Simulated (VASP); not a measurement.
# Pt (Fm-3m) in VASP: single point with PBE

Aim: the single point of Pt with PBE.

Program: VASP 6.6.1. These are calculated values, not measurements. Logs are shortened: lines on timing, memory, paths and dates and some standing lists are left out, and cuts for length are marked.

## (1) Starting point

It takes space group Fm-3m (No. 225, cubic). The conventional cell has a = 3.967 Å, b = 3.967 Å, c = 3.967 Å, α = 90.00°, β = 90.00°, γ = 90.00°. Pt (site symmetry m-3m) has 12 Pt at 2.81 Å as nearest neighbours.

## (2) Single point, PBE

File INCAR:

```
SYSTEM = Pt
ALGO     = Normal         ! electronic algorithm
EDIFF    = 1E-6           ! SCF threshold, eV
ENCUT    = 520            ! plane-wave cutoff, eV
GGA      = PE             ! functional
ICORELEVEL= 1            
ISIF     = 2              ! what is computed and relaxed
ISMEAR   = 1              ! smearing method
LASPH    = .TRUE.         ! aspherical terms in the spheres
LCHARG   = .FALSE.        ! write CHGCAR
LREAL    = .FALSE.        ! projectors in reciprocal space
LWAVE    = .FALSE.        ! write WAVECAR
NBANDS   = 11             ! bands
NELM     = 80             ! most SCF steps
PREC     = Accurate       ! precision mode
SIGMA    = 0.1            ! smearing width, eV
```

File KPOINTS:

```
k-points
0
G
  14 10 38
  0 0 0
```

File POSCAR:

```
Pt
1.0
    2.8050756300      0.0000000000      0.0000000000
    0.0000000000      3.9669760000      0.0000000000
    1.4025378200      1.9834880000      1.4025378200
Pt
1
Direct
    0.0000000000      0.0000000000      0.0000000000
```

Potentials or basis: VASP PAW PBE potentials, release 64 (Pt).

Started as:

```
$ cat potpaw_PBE.64/Pt/POTCAR > POTCAR
$ mpirun -np 1 vasp_std > vasp.out
```

OUTCAR:

```text
SYSTEM = Pt
   EDIFF = 1E-6
   ENCUT = 520
   GGA = PE
   ISIF = 2
   ISMEAR = 1
   LASPH = .TRUE.
   LREAL = .FALSE.
   NELM = 80
   PREC = Accurate

 ion  position               nearest neighbor table
   1  0.000  0.000  0.000-

  LATTYP: Found a face centered cubic cell.
 ALAT       =     3.9669759997

  Lattice vectors:

 A1 = (   1.4025378100,  -1.9834880000,  -1.4025378200)
 A2 = (   2.8050756300,   0.0000000000,   0.0000000000)
 A3 = (   1.4025378200,  -1.9834880000,   1.4025378200)

Analysis of symmetry for initial positions (statically):
=====================================================================
 Subroutine PRICEL returns:
 Original cell was already a primitive cell.

 Routine SETGRP: Setting up the symmetry group for a
 face centered cubic supercell.

 Subroutine GETGRP returns: Found 48 space group operations
 (whereof 48 operations were pure point group operations)
 out of a pool of 48 trial point group operations.

The static configuration has the point symmetry O_h .

Analysis of symmetry for dynamics (positions and initial velocities):
=====================================================================
 Subroutine PRICEL returns:
 Original cell was already a primitive cell.

 Routine SETGRP: Setting up the symmetry group for a
 face centered cubic supercell.

 Subroutine GETGRP returns: Found 48 space group operations
 (whereof 48 operations were pure point group operations)
 out of a pool of 48 trial point group operations.

The dynamic configuration has the point symmetry O_h .

 Subroutine INISYM returns: Found 48 space group operations
 (whereof 48 operations are pure point group operations),
 and found     1 'primitive' translations

----------------------------------------------------------------------------------------

                                     Primitive cell

  volume of cell :      15.6070

  direct lattice vectors                    reciprocal lattice vectors
     2.805075630  0.000000000  0.000000000     0.356496627  0.000000000 -0.356496627
     0.000000000  3.966976000  0.000000000     0.000000000  0.252081182 -0.356496626
     1.402537820  1.983488000  1.402537820     0.000000000  0.000000000  0.712993251

  length of vectors
     2.805075630  3.966976000  2.805075635     0.504162365  0.436617414  0.712993251

  position of ions in fractional coordinates (direct lattice)
     0.000000000  0.000000000  0.000000000

  ion indices of the primitive-cell ions
   primitive index   ion index
                 1           1

----------------------------------------------------------------------------------------

 KPOINTS: k-points

Automatic generation of k-mesh.
 Grid dimensions read from file:
 generate k-points for:   14   10   38

 Generating k-lattice:

  Cartesian coordinates                     Fractional coordinates (reciprocal lattice)
     0.025464045  0.000000000 -0.025464045     0.071428571  0.000000000  0.000000000
     0.000000000  0.025208118 -0.035649663     0.000000000  0.100000000  0.000000000
     0.000000000  0.000000000  0.018762980     0.000000000  0.000000000  0.026315789

  Length of vectors
     0.036011597  0.043661741  0.018762980

  Shift w.r.t. Gamma in fractional coordinates (k-lattice)
     0.000000000  0.000000000  0.000000000

 -----------------------------------------------------------------------------
|                                                                             |
|           W    W    AA    RRRRR   N    N  II  N    N   GGGG   !!!           |
|           W    W   A  A   R    R  NN   N  II  NN   N  G    G  !!!           |
|           W    W  A    A  R    R  N N  N  II  N N  N  G       !!!           |
|           W WW W  AAAAAA  RRRRR   N  N N  II  N  N N  G  GGG   !            |
|           WW  WW  A    A  R   R   N   NN  II  N   NN  G    G                |
|           W    W  A    A  R    R  N    N  II  N    N   GGGG   !!!           |
|                                                                             |
|     Your reciprocal lattice and k-lattice belong to different lattice       |
|     classes:                                                                |
|                                                                             |
|        The reciprocal lattice is body-centered cubic,                       |
|        whereas your k-lattice is triclinic.                                 |
|                                                                             |
|     Results are often still useful ...                                      |
|                                                                             |
 -----------------------------------------------------------------------------

 WARNING: IBZKPT: internal override: KBLOWUP is changed to .FALSE.
      ... skipping the blow-up phase ...

 Subroutine IBZKPT returns following result:
 ===========================================

 Found   2408 irreducible k-points:

 Following reciprocal coordinates:
            Coordinates               Weight
  0.000000  0.000000  0.000000      1.000000
  0.071429  0.000000  0.000000      2.000000
  0.142857  0.000000  0.000000      2.000000
  0.214286  0.000000  0.000000      2.000000
  0.285714  0.000000  0.000000      2.000000
  0.357143  0.000000  0.000000      2.000000
[... 16 lines left out ...]
  0.000000  0.200000  0.000000      2.000000
  0.071429  0.200000  0.000000      2.000000
 [... further k-points ...]
   k-points           NKPTS =   2408   k-points in BZ     NKDIM =   2408   number of bands    NBANDS=     11
   number of dos      NEDOS =    301   number of ions     NIONS =      1
   total plane-waves  NPLWV =  17280
   dimension x,y,z NGX =    24 NGY =   30 NGZ =   24
   dimension x,y,z NGXF=    48 NGYF=   60 NGZF=   48
   ions per type =               1
   NGX,Y,Z   is equivalent  to a cutoff of  14.22, 12.57, 14.22 a.u.
   NGXF,Y,Z  is equivalent  to a cutoff of  28.45, 25.14, 28.45 a.u.
 SYSTEM =  Pt
   PREC   = accura    normal or accurate (medium, high low for compatibility)
   ISTART =      0    job   : 0-new  1-cont  2-samecut
   ICHARG =      2    charge: 1-file 2-atom 10-const
   ISPIN  =      1    spin polarized calculation?
   LNONCOLLINEAR =      F non collinear calculations
   LSORBIT =      F    spin-orbit coupling
   LASPH  =      T    aspherical Exc in radial PAW
   ENCUT  =  520.0 eV  38.22 Ry    6.18 a.u.   5.22  7.38  5.22*2*pi/ulx,y,z
   NELM   =     80;   NELMIN=  2; NELMDL= -5     # of ELM steps
   EDIFF  = 0.1E-05   stopping-criterion for ELM
   LREAL  =      F    real-space projection
   EDIFFG = 0.1E-04   stopping-criterion for IOM
   NSW    =      0    number of steps for IOM
   IBRION =     -1    ionic relax: 0-MD 1-quasi-New 2-CG
   NFREE  =      0    steps in history (QN), initial steepest desc. (CG)
   ISIF   =      2    stress and relaxation
   ISYM   =      2    0-nonsym 1-usesym 2-fastsym
   POTIM  = 0.5000    time-step for ionic-motion
   TEBEG  =    0.0;   TEEND  =   0.0 temperature during run
   PSTRESS=    0.0 pullay stress
   NELECT =      10.0000    total number of electrons
   NUPDOWN=      -1.0000    fix difference up-down
   EMIN   =  10.00;   EMAX   =-10.00  energy-range for DOS
   EFERMI =   0.00;   METHOD = LEGACY
   ISMEAR =     1;   SIGMA  =   0.10  broadening in eV -4-tet -1-fermi 0-gaus
   EFERMI_NEDOS =   21; number of points for ismear=-14 and -15
   IALGO  =     38    algorithm
   IMIX   =      4    mixing-type and parameters
     AMIX     =   0.40;   BMIX     =  1.00
     AMIX_MAG =   1.60;   BMIX_MAG =  1.00
  volume/ion in A,a.u.               =      15.61       105.32
  Fermi-wavevector in a.u.,A,eV,Ry     =   1.411352  2.667068 27.101631  1.991914
  Thomas-Fermi vector in A             =   2.533212
   LORBIT       =      0    0 simple, 1 ext, 2 COOP (PROOUT), +10 PAW based schemes
   GGA     = PE    functional components
   LHFCALC =     F    Hartree Fock is set to
   AEXX    =    0.0000 exact exchange contribution
   IVDW    =     0    specifies the selected vdW correction
   LEPSILON=     F    determine dielectric tensor
   LRPA    =     F    only Hartree local field effects (RPA)
 non-spin polarized calculation
 Methfessel and Paxton  Order N= 1 SIGMA  =   0.10
  energy-cutoff  :      520.00
  volume of cell :       15.61
 maximum number of plane-waves:       444
 NGX is ok and might be reduce to    24
   NGX = 11   NGY = 15   NGZ = 11

 number of electron      10.0000000 magnetization

 Free energy of the ion-electron system (eV)
  ---------------------------------------------------
  ext. energy  EPLUGINS =         0.00000000
  ---------------------------------------------------
  free energy    TOTEN  =        -6.09916318 eV

  energy without entropy =       -6.09914308  energy(sigma->0) =       -6.09915648

 the core state eigenenergies are
   1-  1s -78387.7090  2s -13757.3498  2p -11917.6199  3s  -3221.2126  3p  -2685.7132
       3d  -2106.0845  4s   -681.5225  4p   -505.9669  4d   -293.0412  4f    -56.4518
       5s    -87.9277  5p    -42.0281

 E-fermi :  10.6039     XC(G=0): -13.2854

 val. band max:       10.6039093696   @ k =   0.4286   0.2000   0.1316
 cond. band min:      10.6040164305   @ k =   0.0000   0.1000   0.2368
 fundamental gap:      0.0001070609
 Fermi energy:        10.6039198948

 k-point     1 :       0.0000    0.0000    0.0000
  band No.  band energies     occupation
      1       0.7816      2.00000
      2       7.0338      2.00000
      3       7.0338      2.00000
      4       7.0338      2.00000
      5       9.0703      2.00000
      6       9.0703      2.00000
      7      25.3472      0.00000
      8      30.1206      0.00000
      9      30.1206      0.00000
     10      30.1206      0.00000
     11      35.3412      0.00000

 k-point     2 :       0.0714    0.0000    0.0000
  band No.  band energies     occupation
      1       1.0462      2.00000
      2       6.8647      2.00000
      3       7.1683      2.00000
      4       7.1683      2.00000
      5       8.8838      2.00000
      6       9.1387      2.00000
      7      25.7522      0.00000
      8      29.4033      0.00000
      9      30.1423      0.00000
     10      30.1423      0.00000
     11      36.9237      0.00000
[... 295 lines left out ...]
 k-point    24 :       0.0714    0.2000    0.0000
  band No.  band energies     occupation
      1       2.9134      2.00000
      2       6.4901      2.00000
      3       7.3901      2.00000
      4       7.5269      2.00000
      5       9.0039      2.00000
      6       9.5737      2.00000
      7      23.9350      0.00000
      8      27.1763      0.00000
      9      30.9889      0.00000
     10      32.3592      0.00000
     11      34.3810      0.00000

 [... further k-points ...]

------------------------ aborting loop because EDIFF is reached ----------------------------------------

  FORCE on cell =-STRESS in cart. coord.  units (eV):
  Direction    XX          YY          ZZ          XY          YZ          ZX
  --------------------------------------------------------------------------------------
  -------------------------------------------------------------------------------------
  Total       -0.0044831     -0.0044831     -0.0044831      0.0000000     -0.0000000     -0.0000000
  in kB       -0.4602204     -0.4602204     -0.4602204      0.0000000     -0.0000000     -0.0000000
  external PRESSURE =      -0.4602204 kB  Pullay stress =       0.0000000 kB

 VOLUME and BASIS-vectors are now :
 -----------------------------------------------------------------------------
  energy-cutoff  :      520.00
  volume of cell :       15.61
      direct lattice vectors                 reciprocal lattice vectors
     2.805075630  0.000000000  0.000000000     0.356496627  0.000000000 -0.356496627
     0.000000000  3.966976000  0.000000000     0.000000000  0.252081182 -0.356496626
     1.402537820  1.983488000  1.402537820     0.000000000  0.000000000  0.712993251

 POSITION                                       TOTAL-FORCE (eV/Angst)
 -----------------------------------------------------------------------------------
      0.00000      0.00000      0.00000         0.000000      0.000000      0.000000
 -----------------------------------------------------------------------------------
    total drift:                               -0.000000      0.000000     -0.000000

  FREE ENERGIE OF THE ION-ELECTRON SYSTEM (eV)
  ---------------------------------------------------
  free  energy   TOTEN  =        -6.0991631788 eV

  energy  without entropy=       -6.0991430803  energy(sigma->0) =       -6.09915648
```

It took 3.9 min on 1 thread of Intel Xeon Platinum 8488C (Sapphire Rapids), shared host; peak memory 0.53 GiB.

What came out:

```yaml
Free_energy: -6.0992 eV
Pressure: 0.0 GPa
Band_gap_on_the_k_mesh: none (metal or under the smearing width)
```

Core levels (eV, on the scale of the bands):
| atom | levels |
| --- | --- |
| 1 Pt | 1s -78387.7, 2s -13757.3, 2p -11917.6, 3s -3221.2, 3p -2685.7, 3d -2106.1, 4s -681.5, 4p -506.0, 4d -293.0, 4f -56.5, 5s -87.9, 5p -42.0 |
